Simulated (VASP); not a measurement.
Set up this calculation in VASP 6.6.1, as the native input.

| Quantity | Value |
| --- | --- |
| Task | electric field gradients |
| Functional | PBEsol |
| Potentials or basis | VASP PAW PBE potentials, release 64 (Os) |
| Cutoff | 520 eV |
| k mesh | 19 × 19 × 11 |
| Occupations | fermi-dirac, width 0.05 eV |
| Spin | no spin polarisation |
| Further INCAR settings | ALGO = Normal; EDIFF = 1e-07 |

The structure of Os lies in POSCAR:

```
Os
1.0
    2.7341000000      0.0000000000      0.0000000000
   -1.3670500000      2.3678000565      0.0000000000
    0.0000000000      0.0000000000      4.3197000000
Os
2
Direct
    0.3333333333      0.6666666667      0.2500000000
    0.6666666667      0.3333333333      0.7500000000
```

These files were run (other wordings do the same):

INCAR

```
  ALGO = Normal
  EDIFF = 1E-7
  ENCUT = 520
  GGA = PS
  ISIF = 2
  ISMEAR = -1
  LASPH = T
  LCHARG = F
  LEFG = T
  LREAL = F
  LWAVE = F
  NELM = 60
  PREC = Accurate
  SIGMA = 0.05
```

KPOINTS

```
k-points
0
Gamma
  19 19 11
```

Potentials or basis: VASP PAW PBE potentials, release 64 (Os).

Launch:

```bash
$ cat potpaw_PBE.64/Os/POTCAR > POTCAR
$ mpirun -np 1 vasp_std > vasp.out
```

Results of the run:

```
Pressure               : -2.4 GPa
Band gap on the k mesh : none (metal or under the smearing width)
```

Caveat: the PAW data sets were made with another functional, which shifts forces and pressure a little.

Wall time 28 s on 1 thread of Intel(R) Xeon(R) 6975P-C (Granite Rapids) (shared host), peak memory 0.2 GiB.
